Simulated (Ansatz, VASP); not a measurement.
Two plane-wave programs on BN

```
B N
1.0
     2.50399    0.00000    0.00000
    -1.25200    2.16852    0.00000
     0.00000    0.00000    6.66120
B N
2 2
Direct
  0.33333 0.66667 0.25000
  0.66667 0.33333 0.75000
  0.33333 0.66667 0.75000
  0.66667 0.33333 0.25000
```

Alike in both runs: task relaxation of cell and atoms; functional PBE; dispersion D3(BJ); k mesh 12 × 12 × 4; occupations gaussian, width 0.02 eV; no spin polarisation.

|  | VASP | Ansatz |
| --- | --- | --- |
| version | VASP 6.6.1 | Ansatz 0.2.0 |
| potentials or method | VASP PAW PBE potentials, release 64 (B, N) | scalar-relativistic, plane waves, PAW |
| plane-wave cutoff (eV) | 600 | 420 |
| valence electrons in the cell | 16 | 16 |

Ansatz gave:

```
gap on the k mesh at the Fermi level, each at its own relaxed structure (eV) : 4.27
relaxed volume (Å³/atom)                                                     : 9.00
relaxed cell length with the largest relative difference (Å)                 : 6.617
```

**Question.** What did VASP give for the same quantities?

**Answer.** gap on the k mesh at the Fermi level, each at its own relaxed structure (eV): 4.25; relaxed volume (Å³/atom): 8.92; relaxed cell length with the largest relative difference (Å): 6.557.

A k mesh can miss the band edges. PBE gaps usually lie below the measured ones, often by a third to a half.
